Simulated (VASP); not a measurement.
# CO2 (I-42d) in VASP: further runs, part 2 of 2

VASP 6.6.1.

**3. Phonons, LDA**

This run uses another cell than the first one, of 7.38 Å³/atom, 0.969 times its volume.

The input, POSCAR:

```
CO2
1.0
   -1.9370312370      1.9370312370      2.9501563386
    1.9370312370     -1.9370312370      2.9501563386
    1.9370312370      1.9370312370     -2.9501563386
  C               O
     2     4
Direct
     0.0000000000000000    1.0000000000000000    1.0000000000000000
     0.7500000000000000    0.2500000000000000    0.5000000000000000
     0.3750000000000000    0.2948797226224462    0.4198797226224462
     0.7051202773775538    0.1250000000000000    0.0801202773775538
     0.8750000000000000    0.9551202773775538    0.5801202773775538
     0.0448797226224462    0.6250000000000000    0.9198797226224462
```

The input, INCAR.step1:

```
PREC = Accurate
ENCUT = 600
EDIFF = 1E-8
ISMEAR = 0
SIGMA = 0.03
LREAL = F
LASPH = T
NELM = 80
ALGO = Normal
ISIF = 3
LWAVE = F
LCHARG = F
KPAR = 2
IBRION = 2
NSW = 40
EDIFFG = -0.002
```

The input, INCAR.step2:

```
PREC = Accurate
ENCUT = 600
EDIFF = 1E-8
ISMEAR = 0
SIGMA = 0.03
LREAL = F
LASPH = T
NELM = 80
ALGO = Normal
ISIF = 2
LWAVE = F
LCHARG = F
KPAR = 2
IBRION = 6
NFREE = 2
POTIM = 0.015
NSW = 1
```

The input, KPOINTS:

```
Automatic mesh
0
Gamma
  12 12 12
```

Potentials or basis: VASP PAW LDA potentials, release 64 (C, O).

Run with:

```console
$ cat potpaw_LDA.64/C/POTCAR potpaw_LDA.64/O/POTCAR > POTCAR
$ cp INCAR.step1 INCAR
$ mpirun -np 2 vasp_std > vasp.out
$ cp CONTCAR POSCAR
$ cp INCAR.step2 INCAR
$ mpirun -np 2 vasp_std > vasp.out
```

OUTCAR:

```text
PREC = Accurate
   ENCUT = 600
   EDIFF = 1E-8
   ISMEAR = 0
   LREAL = F
   LASPH = T
   NELM = 80
   ISIF = 2
   IBRION = 6
   NFREE = 2
   POTIM = 0.015
   NSW = 1

 ion  position               nearest neighbor table
   1  0.000  0.000  0.000-   3 1.38   4 1.38   5 1.38   6 1.38
   2  0.750  0.250  0.500-   3 1.38   4 1.38   5 1.38   6 1.38
   3  0.375  0.295  0.420-   1 1.38   2 1.38
   4  0.705  0.125  0.080-   1 1.38   2 1.38
   5  0.875  0.955  0.580-   1 1.38   2 1.38
   6  0.045  0.625  0.920-   1 1.38   2 1.38

  LATTYP: Found a body centered tetragonal cell.
 ALAT       =     3.8720503928
 C/A-ratio  =     1.5250586543

  Lattice vectors:

 A1 = (  -1.9360251964,   1.9360251964,   2.9525519807)
 A2 = (   1.9360251964,  -1.9360251964,   2.9525519807)
 A3 = (   1.9360251964,   1.9360251964,  -2.9525519807)

Analysis of symmetry for initial positions (statically):
=====================================================================
 Subroutine PRICEL returns:
 Original cell was already a primitive cell.

 Routine SETGRP: Setting up the symmetry group for a
 body centered tetragonal supercell.

 Subroutine GETGRP returns: Found  8 space group operations
 (whereof  4 operations were pure point group operations)
 out of a pool of 16 trial point group operations.

The static configuration has the point symmetry S_4 .
 The point group associated with its full space group is D_2d.

Analysis of symmetry for dynamics (positions and initial velocities):
=====================================================================
 Subroutine PRICEL returns:
 Original cell was already a primitive cell.

 Routine SETGRP: Setting up the symmetry group for a
 body centered tetragonal supercell.

 Subroutine GETGRP returns: Found  8 space group operations
 (whereof  4 operations were pure point group operations)
 out of a pool of 16 trial point group operations.

The dynamic configuration has the point symmetry S_4 .
 The point group associated with its full space group is D_2d.

 Subroutine INISYM returns: Found  8 space group operations
 (whereof  4 operations are pure point group operations),
 and found     1 'primitive' translations

----------------------------------------------------------------------------------------

                                     Primitive cell

  volume of cell :      44.2669

  direct lattice vectors                    reciprocal lattice vectors
    -1.936025196  1.936025196  2.952551981     0.000000000  0.258261102  0.169345029
     1.936025196 -1.936025196  2.952551981     0.258261102  0.000000000  0.169345029
     1.936025196  1.936025196 -2.952551981     0.258261102  0.258261102  0.000000000

  length of vectors
     4.026654979  4.026654979  4.026654979     0.308830917  0.308830917  0.365236353

[... 136 lines left out ...]
  free energy    TOTEN  =       -49.12885970 eV

  energy without entropy =      -49.12885970  energy(sigma->0) =      -49.12885970

------------------------ aborting loop because EDIFF is reached ----------------------------------------

  FORCE on cell =-STRESS in cart. coord.  units (eV):
  Direction    XX          YY          ZZ          XY          YZ          ZX
  --------------------------------------------------------------------------------------
  -------------------------------------------------------------------------------------
  Total       -0.0004335     -0.0004335     -0.0021659      0.0000000     -0.0000000      0.0000000
  in kB       -0.0156892     -0.0156892     -0.0783928      0.0000000     -0.0000000      0.0000000
  external PRESSURE =      -0.0365904 kB  Pullay stress =       0.0000000 kB
[... 101 lines left out ...]
  FREE ENERGIE OF THE ION-ELECTRON SYSTEM (eV)
  ---------------------------------------------------
  free  energy   TOTEN  =       -49.1247129535 eV

  energy  without entropy=      -49.1247129535  energy(sigma->0) =      -49.12471295

[... ionic steps 4 to 8 ...]

--------------------------------------- Ionic step        9  -------------------------------------------

 number of electron      32.0000007 magnetization

------------------------ aborting loop because EDIFF is reached ----------------------------------------
[... 75 lines left out ...]
--------------------------------------- Ionic step       11  -------------------------------------------

 number of electron      32.0000007 magnetization

 Free energy of the ion-electron system (eV)
  ---------------------------------------------------
  ext. energy  EPLUGINS =         0.00000000
  ---------------------------------------------------
  free energy    TOTEN  =       -49.12607206 eV

  energy without entropy =      -49.12607206  energy(sigma->0) =      -49.12607206

 E-fermi :   2.7886     XC(G=0): -12.0252

 val. band max:        2.6299152100   @ k =   0.0000  -0.5000   0.0000
 cond. band min:      10.1105591298   @ k =   0.0000   0.0000   0.0000
 fundamental gap:      7.4806439197
 Fermi energy:         2.7886375148

 k-point     1 :       0.0000    0.0000    0.0000
  band No.  band energies     occupation
      1     -21.7252      2.00000
      2     -16.3135      2.00000
      3     -16.3042      2.00000
      4     -15.5925      2.00000
      5     -12.1040      2.00000
      6      -7.4667      2.00000
[... 541 lines left out ...]
     19      12.7680      0.00000
     20      13.1457      0.00000

 [... further k-points ...]
[... 5 lines left out ...]
  --------------------------------------------------------------------------------------
  -------------------------------------------------------------------------------------
  Total        0.0057847      0.0099791     -0.0003510      0.0716153      0.0065656      0.2215106
  in kB        0.2093697      0.3611783     -0.0127028      2.5920094      0.2376306      8.0172528
  external PRESSURE =       0.1859484 kB  Pullay stress =       0.0000000 kB
[... 21 lines left out ...]
  FREE ENERGIE OF THE ION-ELECTRON SYSTEM (eV)
  ---------------------------------------------------
  free  energy   TOTEN  =       -49.1260720639 eV

  energy  without entropy=      -49.1260720639  energy(sigma->0) =      -49.12607206

 INTERNAL STRAIN TENSORS FROM DISPLACED ATOMS
 ============================================

 INTERNAL STRAIN TENSOR FOR ION    1 for displacements in x,y,z  (eV/Angst):
          X           Y           Z          XY          YZ          ZX
  --------------------------------------------------------------------------------
  x     0.00000     0.00000     0.00000     0.00000     6.66690   -14.22849
  y     0.00000     0.00000     0.00000     0.00000    14.22849     6.66690
  z   -14.89852    14.89852     0.00000     9.53997     0.00000     0.00000

 INTERNAL STRAIN TENSOR FOR ION    6 for displacements in x,y,z  (eV/Angst):
          X           Y           Z          XY          YZ          ZX
  --------------------------------------------------------------------------------
  x     0.00000     0.00000     0.00000   -17.51585    -4.57093    -0.00000
  y   -10.00082   -26.33785    -9.76816     0.00000     0.00000    -2.09909
  z    -0.00000    -0.00000    -0.00000    -4.77452   -14.77223    -0.00000

 Eigenvectors and eigenvalues of the dynamical matrix
 ----------------------------------------------------

   1 f  =   33.389378 THz   209.791649 2PiTHz 1113.749765 cm-1   138.087310 meV
             X         Y         Z           dx          dy          dz
      0.000000  0.000000  0.000000    -0.000000    0.000000    0.705629
     -0.000000  1.936025  1.476276    -0.000000    0.000000   -0.705629
      0.658086  0.968013  0.738138    -0.032314   -0.000000   -0.000000
     -0.968013  1.277940  2.214414    -0.000000   -0.032314    0.000000
      1.277940  0.968013  3.690690     0.032314   -0.000000    0.000000
      2.904038  0.658086 -0.738138     0.000000    0.032314    0.000000
[... 145 lines left out ...]
  18 f/i=    0.006499 THz     0.040834 2PiTHz    0.216783 cm-1     0.026878 meV
             X         Y         Z           dx          dy          dz
      0.000000  0.000000  0.000000     0.000000    0.000000    0.369544
     -0.000000  1.936025  1.476276     0.000000    0.000000    0.369544
      0.658086  0.968013  0.738138     0.000000   -0.000025    0.426285
     -0.968013  1.277940  2.214414     0.000025    0.000000    0.426285
      1.277940  0.968013  3.690690     0.000000    0.000025    0.426285
      2.904038  0.658086 -0.738138    -0.000025    0.000000    0.426285

 ELASTIC MODULI CONTR FROM IONIC RELAXATION (kBar)
 Direction    XX          YY          ZZ          XY          YZ          ZX
 --------------------------------------------------------------------------------
 XX       -2474.2058  -1312.7440  -1017.9659      0.0000      0.0000      0.0000
 YY       -1312.7440  -2474.2058  -1017.9659     -0.0000     -0.0000     -0.0000
 ZZ       -1017.9659  -1017.9659   -547.2766     -0.0000      0.0000     -0.0000
 XY           0.0000     -0.0000      0.0000  -1141.2511      0.0000      0.0000
 YZ           0.0000     -0.0000      0.0000     -0.0000  -1353.8961     -0.0000
 ZX           0.0000     -0.0000     -0.0000      0.0000     -0.0000  -1353.8960
 --------------------------------------------------------------------------------
```

It took 24 min on 2 MPI ranks of AMD EPYC 9R45 (Zen 5), shared host; peak memory 1.2 GiB.

Results:

```
Highest phonon frequency at Γ, LO-TO splitting left out : 1114 cm⁻¹
```

Phonon frequencies in cm⁻¹ (negative: imaginary):
```csv
q point,frequencies
"(0.000, 0.000, 0.000)",0 0 0 353 353 544 655 701 792 859 859 931 931 946 1076 1076 1105 1114
```

**4. Dielectric tensor, LDA**

This run uses another cell than the first one, of 7.38 Å³/atom, 0.969 times its volume.

The input, INCAR:

```
PREC = Accurate
ENCUT = 600
EDIFF = 1E-8
ISMEAR = 0
SIGMA = 0.03
LREAL = F
LASPH = T
NELM = 80
ALGO = Normal
ISIF = 2
LWAVE = F
LCHARG = F
LEPSILON = T
KPAR = 2
```

KPOINTS is that of step 3.

The input, POSCAR:

```
CO2                                     
1.0
   -1.9360251964      1.9360251964      2.9525519807
    1.9360251964     -1.9360251964      2.9525519807
    1.9360251964      1.9360251964     -2.9525519807
  C               O             
     2     4
Direct
     0.0000000000000000    0.0000000000000000    0.0000000000000000
     0.7500000000000000    0.2500000000000000    0.5000000000000000
     0.3750000000000000    0.2949578919349676    0.4199578919349676
     0.7050421080650323    0.1250000000000000    0.0800421080650324
     0.8750000000000000    0.9550421080650323    0.5800421080650323
     0.0449578919349677    0.6250000000000000    0.9199578919349677
```

Potentials or basis: VASP PAW LDA potentials, release 64 (C, O).

Run with:

```console
$ cat potpaw_LDA.64/C/POTCAR potpaw_LDA.64/O/POTCAR > POTCAR
$ mpirun -np 2 vasp_std > vasp.out
```

OUTCAR:

```text
PREC = Accurate
   ENCUT = 600
   EDIFF = 1E-8
   ISMEAR = 0
   LREAL = F
   LASPH = T
   NELM = 80
   ISIF = 2
   LEPSILON = T

 ion  position               nearest neighbor table
   1  0.000  0.000  0.000-   3 1.38   4 1.38   5 1.38   6 1.38
   2  0.750  0.250  0.500-   3 1.38   4 1.38   5 1.38   6 1.38
   3  0.375  0.295  0.420-   1 1.38   2 1.38
   4  0.705  0.125  0.080-   1 1.38   2 1.38
   5  0.875  0.955  0.580-   1 1.38   2 1.38
   6  0.045  0.625  0.920-   1 1.38   2 1.38

  LATTYP: Found a body centered tetragonal cell.
 ALAT       =     3.8720503928
 C/A-ratio  =     1.5250586543

  Lattice vectors:

 A1 = (  -1.9360251964,   1.9360251964,   2.9525519807)
 A2 = (   1.9360251964,  -1.9360251964,   2.9525519807)
 A3 = (   1.9360251964,   1.9360251964,  -2.9525519807)

Analysis of symmetry for initial positions (statically):
=====================================================================
 Subroutine PRICEL returns:
 Original cell was already a primitive cell.

 Routine SETGRP: Setting up the symmetry group for a
 body centered tetragonal supercell.

 Subroutine GETGRP returns: Found  8 space group operations
 (whereof  4 operations were pure point group operations)
 out of a pool of 16 trial point group operations.

The static configuration has the point symmetry S_4 .
 The point group associated with its full space group is D_2d.

Analysis of symmetry for dynamics (positions and initial velocities):
=====================================================================
 Subroutine PRICEL returns:
 Original cell was already a primitive cell.

 Routine SETGRP: Setting up the symmetry group for a
 body centered tetragonal supercell.

 Subroutine GETGRP returns: Found  8 space group operations
 (whereof  4 operations were pure point group operations)
 out of a pool of 16 trial point group operations.

[... 756 lines left out ...]
  ---------------------------------------------------
  free energy    TOTEN  =        -0.28915370 eV

  energy without entropy =       -0.28915370

------------------------ aborting loop because EDIFF is reached ----------------------------------------

--------------------------------------- Ionic step        2  -------------------------------------------

------------------------ aborting loop because EDIFF is reached ----------------------------------------

--------------------------------------- Ionic step        3  -------------------------------------------

 Free energy of the ion-electron system (eV)
  ---------------------------------------------------
  ---------------------------------------------------
  free energy    TOTEN  =        -0.28562315 eV

  energy without entropy =       -0.28562315

------------------------ aborting loop because EDIFF is reached ----------------------------------------

 PIEZOELECTRIC TENSOR FIELD DIRECTION 3  (e Angst)
 -----------------------------------------------------------------------------
     0.00004 -1.65157  0.00000           (  0.00000 -0.07581  0.00000)
    -1.65157  0.00004  0.00000           ( -0.07581  0.00000  0.00000)
     0.00000  0.00000 -0.00031           (  0.00000  0.00000 -0.00000)

 PIEZOELECTRIC TENSOR FIELD DIRECTION 3  (C/m^2)
 -----------------------------------------------------------------------------
     0.00002 -0.59776  0.00000
    -0.59776  0.00002  0.00000
     0.00000  0.00000 -0.00011

 MACROSCOPIC STATIC DIELECTRIC TENSOR (including local field effects in DFT)
 ------------------------------------------------------
           3.233084     0.000000     0.000000
          -0.000000     3.233084     0.000000
           0.000000     0.000000     3.200684
 ------------------------------------------------------

 PIEZOELECTRIC TENSOR (including local field effects)  for field in x, y, z        (e  Angst)
          XX          YY          ZZ          XY          YZ          ZX
  --------------------------------------------------------------------------------
  x     0.00000     0.00000     0.00000     0.00000    -1.25782     0.00000
  y     0.00000     0.00000     0.00000     0.00000     0.00000    -1.25782
  z     0.00000     0.00000     0.00000    -1.65157     0.00000     0.00000

 PIEZOELECTRIC TENSOR (including local field effects)  for field in x, y, z        (C/m^2)
          XX          YY          ZZ          XY          YZ          ZX
  --------------------------------------------------------------------------------
  x     0.00000     0.00000     0.00000     0.00000    -0.45525     0.00000
  y     0.00000     0.00000     0.00000     0.00000     0.00000    -0.45525
  z     0.00000     0.00000     0.00000    -0.59776     0.00000     0.00000

 BORN EFFECTIVE CHARGES (including local field effects) (in |e|, cummulative output)
 ---------------------------------------------------------------------------------
 ion    1
    1     2.90573    -0.71344     0.00000
    2     0.71344     2.90573     0.00000
    3     0.00000    -0.00000     2.83539
 ion    2
    1     2.90573     0.71344     0.00000
    2    -0.71344     2.90573     0.00000
    3     0.00000    -0.00000     2.83539
 ion    3
    1    -0.93953    -0.00000     0.00000
    2    -0.00000    -1.96620    -0.83556
    3     0.00000    -0.71141    -1.41770
 ion    4
    1    -1.96620     0.00000     0.83556
    2    -0.00000    -0.93953    -0.00000
    3     0.71141     0.00000    -1.41770
 ion    5
    1    -0.93953    -0.00000     0.00000
    2    -0.00000    -1.96620     0.83556
    3     0.00000     0.71141    -1.41770
 ion    6
    1    -1.96620     0.00000    -0.83556
    2     0.00000    -0.93953     0.00000
    3    -0.71141     0.00000    -1.41770
```

Run time: 11 min. Hardware: 2 MPI ranks of AMD EPYC 9R45 (Zen 5), shared host; peak memory 1 GiB.

What came out:

* Band gap on the k mesh: 7.49 eV, indirect (least direct gap 7.96 eV)
* Electronic dielectric tensor (diagonal): 3.23, 3.23, 3.20
* Born charges (mean of the diagonal): C +2.88; O -1.44 e

Electronic dielectric tensor:
```
3.23 0.00 0.00
0.00 3.23 0.00
0.00 0.00 3.20
```

Born effective charge tensors (e):
atom 1, C
```
 2.91 -0.71  0.00
 0.71  2.91  0.00
 0.00  0.00  2.84
```
atom 2, C
```
 2.91  0.71  0.00
-0.71  2.91  0.00
 0.00  0.00  2.84
```
atom 3, O
```
-0.94  0.00  0.00
 0.00 -1.97 -0.84
 0.00 -0.71 -1.42
```
atom 4, O
```
-1.97  0.00  0.84
 0.00 -0.94  0.00
 0.71  0.00 -1.42
```
atom 5, O
```
-0.94  0.00  0.00
 0.00 -1.97  0.84
 0.00  0.71 -1.42
```
atom 6, O
```
-1.97  0.00 -0.84
 0.00 -0.94  0.00
-0.71  0.00 -1.42
```

A k mesh can miss the band edges.
